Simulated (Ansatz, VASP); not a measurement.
# Two plane-wave programs on AlN

File INCAR:

```
SYSTEM = AlN
PREC = Accurate
ENCUT = 600
EDIFF = 1E-6
ISMEAR = 0
SIGMA = 0.02
LREAL = .False.
LASPH = .True.
NELM = 80
ALGO = Normal
ISIF = 4
LWAVE = .False.
LCHARG = .False.
GGA = PE
IBRION = 2
NSW = 50
EDIFFG = -0.01
```

The input KPOINTS:

```
regular mesh
0
Gamma
  9 9 6
  0 0 0
```

POSCAR

```
AlN
1.0
    3.2529173303      0.0000000000      0.0000000000
   -1.6264586651      2.8171090444      0.0000000000
    0.0000000000      0.0000000000      4.0855872451
Al N
2 2
Direct
    0.3333333333      0.6666666667      0.7500000000
    0.6666666667      0.3333333333      0.2500000000
    0.3333333333      0.6666666667      0.2500000000
    0.6666666667      0.3333333333      0.7500000000
```

Input for Ansatz:

```yaml
crystal:
  lattice:
    - [3.2529173303, 0.0, 0.0]
    - [-1.6264586651, 2.8171090444, 0.0]
    - [0.0, 0.0, 4.0855872451]
  atoms:
    - { symbol: Al, position: [0.3333333333, 0.6666666667, 0.75] }
    - { symbol: Al, position: [0.6666666667, 0.3333333333, 0.25] }
    - { symbol: "N", position: [0.3333333333, 0.6666666667, 0.25] }
    - { symbol: "N", position: [0.6666666667, 0.3333333333, 0.75] }
basis:
  ecutwfc: 420
kpoints:
  mp_grid: { grid: [9, 9, 6] }
hamiltonian:
  xc: pbe
scf:
  occupations: { method: gaussian, width: 0.02 }
output:
  forces: true
  stress: true
  eigenvalues: true
relax:
  adjacent_minimum: "off"
  f_tol: 0.01
  max_steps: 30
  cell: { stress_tol: 0.1, fix: [volume] }
```

Alike in both runs: task relaxation of shape and atoms at fixed volume; functional PBE; k mesh 9 × 9 × 6; occupations gaussian, width 0.02 eV; no spin polarisation.

```csv
,VASP,Ansatz
version,VASP 6.6.1,Ansatz 0.2.0
potentials or method,"VASP PAW PBE potentials, release 64 (Al, N)","scalar-relativistic, plane waves, PAW"
plane-wave cutoff (eV),600,420
valence electrons in the cell,16,16
```

|  | VASP | Ansatz | Ansatz less VASP |
| --- | --- | --- | --- |
| gap on the k mesh at the Fermi level, each at its own relaxed structure (eV) | 3.75 | 3.74 | -0.011 |
| relaxed volume (Å³/atom) | 9.36 | 9.36 | 0.000 |
| relaxed cell length with the largest relative difference (Å) | 4.075 | 4.073 | -0.0017 |

Caveats: an odd mesh through Γ misses points on the zone boundary, where band edges often lie.
